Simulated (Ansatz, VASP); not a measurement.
## MoS2 in two plane-wave programs

Aim: how closely do two programs agree when they are given the same cell, functional and k mesh? The structure shown is the start of the Ansatz relaxation below; VASP solves that cell, so the two are compared at the walk's first step.

Main program and level: Ansatz 0.2.0; plane waves, with VASP 6.6.1 beside it; single point at PBEsol.

## Step 1: Set-up

The cell holds 3 atoms: 1 Mo and 2 S. Cell: a = 3.236 Å, b = 3.236 Å, c = 30.263 Å, α = 90.0°, β = 90.0°, γ = 120.0°. Vacuum lies along c. The height across the vacuum is the one that the program set for its solve, not the one typed.

## Step 2: Ansatz: relaxation, PBEsol

Ansatz runs on its default PAW (the set named soft_2) files.

The two programs are compared at the cell with which this relaxation starts, whose forces are those of its first step.

input.yaml

```yaml
crystal:
  lattice:
    - [3.2357, 0.0, 0.0]
    - [-1.61785, 2.802198399, 0.0]
    - [0.0, 0.0, 18.9085932453]
  atoms:
    - { symbol: Mo, position: [0.0, 0.0, 0.5] }
    - { symbol: S, position: [0.3333333333, 0.6666666667, 0.5854560286] }
    - { symbol: S, position: [0.3333333333, 0.6666666667, 0.4145439714] }
  periodic: [true, true, false]
kpoints:
  mp_grid: { grid: [9, 9, 1] }
hamiltonian:
  xc: pbesol
scf:
  occupations: { method: fermi_dirac, width: 0.02 }
relax:
  f_tol: 0.01
  max_steps: 80
  cell: {}
```

Launch:

```sh
> ansatz run input.yaml --threads 4 --pin off --max-ram 14745MiB --backend cpu --events-out ev --progress --plain --runs-dir out
```

Numbers of over 12 decimals in the logs are rounded to 6 here.

Output:

```text
Warning: crystal.periodic: the lattice vector that does not repeat stood 0.000° off the slab's normal, 18.909 Å along it as the deck builds it. The run solves the slab on a vector along the normal, 30.263 Å long, with every atom where it was (on the deck's vector they left 15.68 Å outside them, and the widest stretch free of ions among them is 1.62 Å). A fractional position that the run reports is one of the run's ce [...]
crystal.periodic: the lattice vector that does not repeat stood 0.000° off the slab's normal, 18.909 Å along it as the deck builds it. The run solves the slab on a vector along the normal, 30.263 Å long, with every atom where it was (on the deck's vector they left 15.68 Å outside them, and the widest stretch free of ions among them is 1.62 Å). A fractional position that the run reports is one of the run's cell, which [...]
Engine: ansatz 0.2.0, aarch64-unknown-linux-gnu
Pseudopotentials: kind: paw
Pseudopotential: Mo, paw, valence charge 14, recommended cutoff 420 eV (normal), Mo.paw.azcp
Pseudopotential: S, paw, valence charge 6, recommended cutoff 420 eV (normal), S.paw.azcp
Functional definition: PBEsol
  exchange = pbesol_x
  correlation = pbesol_c
Crystal: 3 atoms, lattice volume = 274.401 Å³
Basis set: ecut = 420 eV, 5465 PW (Γ), exchange–correlation on 48×48×432 points (8 copies of the dense FFT grid, shifted against one another)
Bands: 17, of which v1, the nominal top of the filled ones, is band 13 counted from 1 (12 counted from 0)
Symmetry: 12 space group operations
Space group: P-6m2 (ITA 187), of the structure as read, at distance tolerance 6.5e-5 Å
k-points: 12 of 81 (time reversal used)
Non-local potential: Mo, projectors of the file, l = 0: 3, l = 1: 2, l = 2: 2, l = 3: 1
Non-local potential: S, projectors of the file, l = 0: 2, l = 1: 2, l = 2: 2
PAW form: soft (Blöchl's): semilocal exchange-correlation on the pseudo side does not see the compensation charge
PAW frozen core: Mo, regenerated for the run's functional, and the local potential with it (the file was generated under x = pbe(κ = 0.804, μ = 0.219515), c = pbe(β = 0.066725))
PAW frozen core: S, regenerated for the run's functional, and the local potential with it (the file was generated under x = pbe(κ = 0.804, μ = 0.219515), c = pbe(β = 0.066725))
PAW one-centre angular grid: Mo, 590 points (default); XC on 64 Gauss nodes
PAW one-centre angular grid: S, 110 points (default); XC on 64 Gauss nodes
Initial density: superposition of atomic densities (neutral atoms: chi_scale 0, normalization atom), corrected by the library's trained network
Initial wavefunctions: pseudopotential atomic-orbital guess
Functional: x = pbesol(κ = 0.804, μ = 0.123457), c = pbesol(β = 0.046)
SCF iter   1: F=—  HF=-6669.917501 eV  |F-HF|=—  |Δ(HF+E_count)|=         —  Δρ=2.96e-3  dr2=2.06e-2  ethr=1.77e-3  ⟨swp⟩=14.8  Hψ=2047  notcnv=0
[...]
iter 1 solved again at ethr=6.27e-5 eV; its pass at ethr=3.10e-3 eV (dr2=1.63e-2 eV) is discarded
SCF iter   1: F=—  HF=-6670.143483 eV  |F-HF|=—  |Δ(HF+E_count)|=         —  Δρ=2.29e-3  dr2=1.47e-2  ethr=6.27e-5  ⟨swp⟩=3.2  Hψ=1976  notcnv=0
preconditioner: auto → none  [insulator: Δε(μ)=1.882 eV  Ē_g=8.224 eV  σ=0.020 eV  W_gap=1.00  n_scr=16 (ndim 8)  ℏωp=9.8 eV  f_vac=0.767  D(μ)=0.00/eV (n_scr^D=0)  ε∞_Penn≈2.4]
SCF iter   2: F=—  HF=-6670.145189 eV  |F-HF|=—  |Δ(HF+E_count)|=   1.71e-3  Δρ=2.22e-3  dr2=3.62e-2  ethr=5.64e-5  ⟨swp⟩=4.1  Hψ=509  notcnv=0  recentre
SCF iter   3: F=—  HF=-6670.141146 eV  |F-HF|=—  |Δ(HF+E_count)|=   4.04e-3  Δρ=1.35e-3  dr2=6.56e-3  ethr=5.64e-5  ⟨swp⟩=4.1  Hψ=492  notcnv=0
SCF iter   4: F=—  HF=-6670.140007 eV  |F-HF|=—  |Δ(HF+E_count)|=   1.14e-3  Δρ=3.03e-4  dr2=1.07e-4  ethr=2.52e-5  ⟨swp⟩=2.7  Hψ=351  notcnv=0
SCF iter   5: F=—  HF=-6670.140029 eV  |F-HF|=—  |Δ(HF+E_count)|=   2.25e-5  Δρ=1.02e-4  dr2=2.10e-5  ethr=4.13e-7  ⟨swp⟩=3.6  Hψ=485  notcnv=0
SCF iter   6: F=—  HF=-6670.140027 eV  |F-HF|=—  |Δ(HF+E_count)|=   2.40e-6  Δρ=4.94e-5  dr2=1.12e-5  ethr=8.07e-8  ⟨swp⟩=3.3  Hψ=437  notcnv=0
SCF iter   7: F=—  HF=-6670.140025 eV  |F-HF|=—  |Δ(HF+E_count)|=   2.04e-6  Δρ=2.98e-5  dr2=3.82e-6  ethr=4.33e-8  ⟨swp⟩=1.2  Hψ=228  notcnv=0
SCF iter   8: F=-6670.140024 eV  HF=-6670.140024 eV  |F-HF|=4.95e-8  |Δ(HF+E_count)|=   6.19e-7  Δρ=3.77e-6  dr2=6.28e-8  ethr=1.15e-9  ⟨swp⟩=6.2  Hψ=1231  notcnv=0
SCF 3 converged in 8 iterations: F = -6670.140024 eV  dr2 = 6.28e-8
relax step   3: F+E_penalty+E_count = -6670.14002403 eV  Δ(F+E_penalty+E_count) = -3.922e-2 eV  max|allowed force component| = 1.700e-1 eV/Å  Δτ_max = 0.0602 Å  P = +0.178 N/m  Ω = 256.938 Å³  energy of the carried Pulay correction = +2.436e-4 eV  fix = [c, alpha, beta]  reactions: c +0.000 N/m  (8 SCF iters, dr2 threshold 3.00e-7 eV, accepted)
[...]
relax step   4: F+E_penalty+E_count = -6670.14232546 eV  Δ(F+E_penalty+E_count) = -2.301e-3 eV  max|allowed force component| = 1.255e-2 eV/Å  Δτ_max = 0.0118 Å  P = -0.084 N/m  Ω = 258.662 Å³  energy of the carried Pulay correction = +2.188e-4 eV  fix = [c, alpha, beta]  reactions: c -0.000 N/m  (6 SCF iters, dr2 threshold 3.00e-7 eV, accepted)
[...]
relax step   5: F+E_penalty+E_count = -6670.14234656 eV  Δ(F+E_penalty+E_count) = -2.110e-5 eV  max|allowed force component| = 8.403e-4 eV/Å  Δτ_max = 0.0003 Å  P = +0.005 N/m  Ω = 258.480 Å³  energy of the carried Pulay correction = +2.214e-4 eV  fix = [c, alpha, beta]  reactions: c +0.000 N/m  (5 SCF iters, dr2 threshold 1.02e-8 eV, accepted)
[...]
relax step   6: F+E_penalty+E_count = -6670.14210648 eV  Δ(F+E_penalty+E_count) = +2.401e-4 eV  max|allowed force component| = 9.352e-4 eV/Å  Δτ_max = 0.0000 Å  P = +0.006 N/m  Ω = 258.480 Å³  fix = [c, alpha, beta]  reactions: c +0.000 N/m  stress off target by 5.91e-3 N/m on what of the cell is left free  SCF on the basis re-selected at this cell (its energy is not comparable with the rows above)  (7 SCF iters)
basis re-selected at this cell: Δ(F+E_penalty+E_count) = +2.401e-4 eV, ΔP = +0.001 N/m vs the last step (what re-selecting the basis moved, of the pressure what is left beyond the Pulay correction that the steps carried, after the strain that the cell walked since its last selection, with what the two solves' SCF thresholds leave and, on support functions, any second-order correction that the steps lacked; it is no m [...]
SCF converged after 7 iterations
Free energy (F): -6670.142106 eV
Harris-Foulkes:  -6670.142106 eV  (|F-HF|=2.27e-11)
Internal energy: -6670.142106 eV  (E = F + TS)
E sigma→0 (E₀):  -6670.142106 eV
Fermi energy:    -5.065122 eV
--- Per-component energies (eV) ---
  E_band       = -576.737773
  E_kinetic    = 656.645186
  E_local      = -45767.170697  (includes V_loc(G=0)·N_el)
  E_nonlocal   = 201.397375
  E_hartree    = 22445.833845
  E_xc         = -375.680281
  E_vxc        = -404.538057  (∫ρ·V_xc dr)
  E_paw        = -4311.919734  (= ΣΔE_a)
  E_vpaw       = -154.739300  (= ΣTr[D̂ρ^β])
  E_aug_tail   = 0.000032  (compensation charges beyond the density's cutoff)
  E_ewald      = 20480.418969
  E_core_change = 0.333198  (= ΣΔE_core)
  E_smearing   = -0.000000  (= −TS)
  E_closure    = -0.000000  (closes the sum)
  Σ components = -6670.142106   (vs F -6670.142106, Δ=0.00e0)
--- Forces (eV/Å), atoms counted from 1 ---
  atom   1  Mo    -0.00000000    -0.00000000     0.00000000
  atom   2  S     -0.00000000    -0.00000000     0.00093523
  atom   3  S     -0.00000000    -0.00000000    -0.00093523
  max |Σ_I F_I| component: 1.20e-16 eV/Å
--- 2D stress c σ (N/m, compression-positive) ---
        0.005908      -0.000000      -0.000000
        0.000000       0.005908      -0.000000
       -0.000000      -0.000000       0.000000
  P = ½ c Tr σ = 0.0059 N/m
--- Relaxed structure (5 steps of the walk, 5 accepted, 1 SCFs on fresh bases) ---
  F+E_penalty+E_count = -6670.14210648 eV   max|allowed force component| = 9.352e-4 eV/Å   (the final SCF, on the basis selected at the relaxed cell)
  cell:  # Å, volume = 258.4797 Å³
    - [3.140429, 0, 0]
    - [-1.570214, 2.719691, 0]
    - [0, 0, 30.263413]
  atoms:
    - { symbol: Mo, position: [0, -2.8783559898885975e-17, 0.312400] }
    - { symbol: S, position: [0.333333, 0.666667, 0.363894] }
    - { symbol: S, position: [0.333333, 0.666667, 0.260906] }
```

Reading the cycles: dr2 is the Hartree energy of the density residual (eV), the measure of convergence; HF is the Harris–Foulkes estimate of the energy, which meets the free energy F at convergence.

## Step 3: VASP: single point, PBEsol, start cell

The same cell, functional, mesh and smearing now go to VASP, with its own data sets.

Lines of VASP's logs that name or quote its potential files are left out, and so is its time.

INCAR

```
SYSTEM = MoS2
PREC = Accurate
ENCUT = 400
EDIFF = 1E-06
NELM = 120
ISMEAR = -1
SIGMA = 0.02
LREAL = .FALSE.
ALGO = Normal
GGA = PS
NBANDS = 19
LASPH = .TRUE.
LORBIT = 11
LWAVE = .FALSE.
LCHARG = .FALSE.
ISIF = 2
LDIPOL = .TRUE.
IDIPOL = 3
DIPOL = 0.5 0.5 0.312
LVHAR = .TRUE.
GGA_COMPAT = .FALSE.
EFERMI = MIDGAP
NELMDL = -8
```

POSCAR

```
MoS2
1.0
    3.2357000000      0.0000000000      0.0000000000
   -1.6178500000      2.8021980000      0.0000000000
    0.0000000000      0.0000000000     30.2634130000
Mo S
1 2
Direct
    0.0000000000      0.0000000000      0.3124002240
    0.3333333333      0.6666666667      0.3657931939
    0.3333333333      0.6666666667      0.2590072541
```

KPOINTS

```
Automatic mesh
0
Gamma
9 9 1
0 0 0
```

The projector-augmented-wave data sets are Mo_sv and S (PBE family, release 64).

Launch:

```sh
> mpirun -np 1 vasp_std
```

Output:

```text
[banner, memory and clock lines left out]
running    1 mpi-ranks, on    1 nodes
 distrk:  each k-point on    1 cores,    1 groups
 distr:  one band on    1 cores,    1 groups

 POSCAR found type information on POSCAR MoS
 POSCAR found :  2 types and       3 ions
|                                                                             |
|               ----> ADVICE to this user running VASP <----                  |
|                                                                             |
|     You enforced a specific xc type in the INCAR file but a different       |
|     [... a line on the potential file left out ...]
|     I HOPE YOU KNOW WHAT YOU ARE DOING!                                     |
|                                                                             |

 LDA part: xc-table for (Slater+PW92), standard interpolation
 POSCAR, INCAR and KPOINTS ok, starting setup
 FFT: planning ... GRIDC
 FFT: planning ... GRID_SOFT
 FFT: planning ... GRID
 WAVECAR not read
 entering main loop
       N       E                     dE             d eps       ncg     rms          rms(c)
DAV:   1     0.128634079121E+03    0.12863E+03   -0.11612E+04   648   0.829E+02
DAV:   2    -0.121459175149E+02   -0.14078E+03   -0.13663E+03   643   0.193E+02
DAV:   3    -0.247292170053E+02   -0.12583E+02   -0.12531E+02   631   0.534E+01
DAV:   4    -0.248778442798E+02   -0.14863E+00   -0.14794E+00   600   0.656E+00
DAV:   5    -0.248812243240E+02   -0.33800E-02   -0.33796E-02   626   0.953E-01
DAV:   6    -0.248813397633E+02   -0.11544E-03   -0.11544E-03   599   0.158E-01
DAV:   7    -0.248813454623E+02   -0.56990E-05   -0.56987E-05   645   0.314E-02
DAV:   8    -0.248813457703E+02   -0.30798E-06   -0.30787E-06   570   0.672E-03    0.209E+01
DAV:   9    -0.237975776774E+02    0.10838E+01   -0.14487E+01   492   0.219E+01    0.835E+00
DAV:  10    -0.235139089715E+02    0.28367E+00   -0.84505E+00   524   0.157E+01    0.551E+00
DAV:  11    -0.232104269139E+02    0.30348E+00   -0.15866E+00   516   0.726E+00    0.152E+00
DAV:  12    -0.232118762769E+02   -0.14494E-02   -0.56204E-02   551   0.143E+00    0.896E-01
DAV:  13    -0.232054495925E+02    0.64267E-02   -0.37097E-02   532   0.116E+00    0.186E-01
DAV:  14    -0.232050601922E+02    0.38940E-03   -0.11346E-03   529   0.220E-01    0.953E-02
[...]
DAV:  19    -0.232051217367E+02   -0.11980E-03   -0.10828E-05   560   0.133E-02    0.438E-03
DAV:  20    -0.232051674803E+02   -0.45744E-04   -0.17455E-06   498   0.554E-03    0.502E-03
DAV:  21    -0.232051968610E+02   -0.29381E-04   -0.11529E-06   463   0.432E-03    0.198E-03
DAV:  22    -0.232052111280E+02   -0.14267E-04   -0.58625E-07   462   0.286E-03    0.183E-03
DAV:  23    -0.232052211250E+02   -0.99970E-05   -0.31084E-07   393   0.201E-03    0.913E-04
DAV:  24    -0.232052252865E+02   -0.41615E-05   -0.12173E-07   395   0.104E-03    0.485E-04
DAV:  25    -0.232052271604E+02   -0.18740E-05   -0.31991E-08   333   0.550E-04    0.491E-04
DAV:  26    -0.232052279371E+02   -0.77663E-06   -0.77965E-09   309   0.341E-04
   1 F= -.23205228E+02 E0= -.23205228E+02  d E =-.130592E-18
```

Parts of OUTCAR (step 3):

```text
ion  position               nearest neighbor table
   1  0.000  0.000  0.312-   2 2.47   3 2.47   2 2.47   3 2.47   2 2.47   3 2.47
   2  0.333  0.667  0.366-   1 2.47   1 2.47   1 2.47
   3  0.333  0.667  0.259-   1 2.47   1 2.47   1 2.47

  LATTYP: Found a hexagonal cell.
 ALAT       =     3.2357000000
 C/A-ratio  =     9.3529724635

 Subroutine GETGRP returns: Found 12 space group operations
 (whereof  6 operations were pure point group operations)

The static configuration has the point symmetry C_3v.
 The point group associated with its full space group is D_3h.

 Found     12 irreducible k-points:

   k-points           NKPTS =     12   k-points in BZ     NKDIM =     12   number of bands    NBANDS=     19

   dimension x,y,z NGX =    24 NGY =   24 NGZ =  200
   dimension x,y,z NGXF=    48 NGYF=   48 NGZF=  400

   ENCUT  =  400.0 eV  29.40 Ry    5.42 a.u.   5.28  5.28 49.35*2*pi/ulx,y,z

   NELECT =      26.0000    total number of electrons

 k-points in reciprocal lattice and weights: Automatic mesh
   0.00000000  0.00000000  0.00000000       0.012
   0.11111111  0.00000000  0.00000000       0.074
   0.22222222  0.00000000  0.00000000       0.074
   0.33333333  0.00000000  0.00000000       0.074
   0.44444444  0.00000000  0.00000000       0.074
   0.11111111  0.11111111  0.00000000       0.074
   0.22222222  0.11111111  0.00000000       0.148
   0.33333333  0.11111111  0.00000000       0.148
   0.44444444  0.11111111  0.00000000       0.074
   0.22222222  0.22222222  0.00000000       0.074
   0.33333333  0.22222222  0.00000000       0.148
   0.33333333  0.33333333  0.00000000       0.025

 dipolmoment           0.000000      0.000000      0.000006 electrons x Angstroem

 average (electrostatic) potential at core
       1 -84.9295       2 -94.6794       3 -94.6794

 E-fermi :  -2.6376

 k-point     1 :       0.0000    0.0000    0.0000
  band No.  band energies     occupation
    ...
      9      -5.7835      2.00000
     10      -5.2289      2.00000
     11      -4.7868      2.00000
     12      -4.7868      2.00000
     13      -3.5367      2.00000
     14      -0.8642      0.00000
     15      -0.8642      0.00000
     16      -0.7221      0.00000
     17      -0.7221      0.00000
     18       1.8976      0.00000
    ...

 k-point     2 :       0.1111    0.0000    0.0000
  band No.  band energies     occupation
    ...
      9      -5.7882      2.00000
     10      -5.6135      2.00000
     11      -5.0464      2.00000
     12      -4.5263      2.00000
     13      -3.6296      2.00000
     14      -1.1224      0.00000
     15      -1.0583      0.00000
     16      -0.8939      0.00000
     17      -0.5987      0.00000
     18       2.2656      0.00000
    ...

 k-point     3 :       0.2222    0.0000    0.0000
  band No.  band energies     occupation
    ...
      9      -6.6003      2.00000
     10      -5.5770      2.00000
     11      -5.1742      2.00000
     12      -4.7156      2.00000
     13      -4.0381      2.00000
     14      -1.4781      0.00000
     15      -1.2222      0.00000
     16      -0.9087      0.00000
     17      -0.0931      0.00000
     18       2.9400      0.00000
    ...

  Total       -4.2135235     -4.2135223     -4.9540073      0.0000000      0.0000000      0.0000000
  in kB      -24.6020351    -24.6020280    -28.9255917      0.0000000      0.0000000      0.0000000
  external PRESSURE =     -26.0432183 kB  Pullay stress =       0.0000000 kB

  energy-cutoff  :      400.00
  volume of cell :      274.40
      direct lattice vectors                 reciprocal lattice vectors
     3.235700000  0.000000000  0.000000000     0.309052137  0.178431360  0.000000000
    -1.617850000  2.802198000  0.000000000     0.000000000  0.356862720  0.000000000
     0.000000000  0.000000000 30.263413000     0.000000000  0.000000000  0.033043200

 POSITION                                       TOTAL-FORCE (eV/Angst)
 -----------------------------------------------------------------------------------
      0.00000      0.00000      9.45430        -0.000000     -0.000000     -0.000000
     -0.00000      1.86813     11.07015         0.000000      0.000000     -1.498963
     -0.00000      1.86813      7.83844         0.000000      0.000000      1.498963
 -----------------------------------------------------------------------------------
    total drift:                                0.000000     -0.000003      0.000127

  FREE ENERGIE OF THE ION-ELECTRON SYSTEM (eV)
  ---------------------------------------------------
  free  energy   TOTEN  =       -23.2052279371 eV

  energy  without entropy=      -23.2052279371  energy(sigma->0) =      -23.20522794

 vacuum level on the upper side and lower side of the slab         2.489         2.489

 total charge
# of ion       s       p       d       tot
------------------------------------------
    1        2.272   6.188   3.834  12.295
    2        1.358   2.281   0.000   3.639
    3        1.358   2.281   0.000   3.639
--------------------------------------------------
tot          4.988  10.750   3.834  19.572

[... 3 further parts left out ...]
```

## Step 4: Comparison

Known differences besides the potentials themselves: Ansatz cuts the interaction across the vacuum, VASP repeats the sheet with a dipole correction; the cutoff is 420 eV in Ansatz and 400 eV in VASP; Ansatz makes its cores anew for this functional, VASP keeps those of its PBE data sets. Total energies have different zeros and are not compared.

Forces (eV/Å; atoms numbered as in POSCAR):

```
atom        Ansatz x, y, z          VASP x, y, z
 Mo1   0.000, 0.000, 0.000   0.000, 0.000, 0.000
  S2  0.000, 0.000, -1.506  0.000, 0.000, -1.499
  S3   0.000, 0.000, 1.506   0.000, 0.000, 1.499
```

The forces differ by 3.5 meV/Å r.m.s., which is 0.5 % of the r.m.s. force of 0.707 eV/Å (both taken over all components). With vacuum in the cell, a pressure given here is an average over mostly empty space and none of the material.

## Step 5: Results

| Property | Result |
| --- | --- |
| r.m.s. force difference (single point, PBEsol, start cell) | 0.49 % of the r.m.s. force |

The r.m.s. force difference is 0.49 % of the r.m.s. force (single point, PBEsol, start cell), within the 3 % picked in this series as the mark of a large difference. 1 further run of this series is not shown here. Such differences can come from data sets, numerical settings and the points named under the comparisons, not from the functional's error against experiment.

[Lines on the potential files, build, host, timing and source positions are cut from VASP's logs without a mark.]

[Logs are printed without paths, hosts, clocks, repeated set-up lines and the standing remarks that a program may print on its own settings, such as how far it seeks lower states.]

[Hosts, paths, dates, database ids (printed as entryN), source tags and the programs' standing remarks are cut or masked in the printed files.]
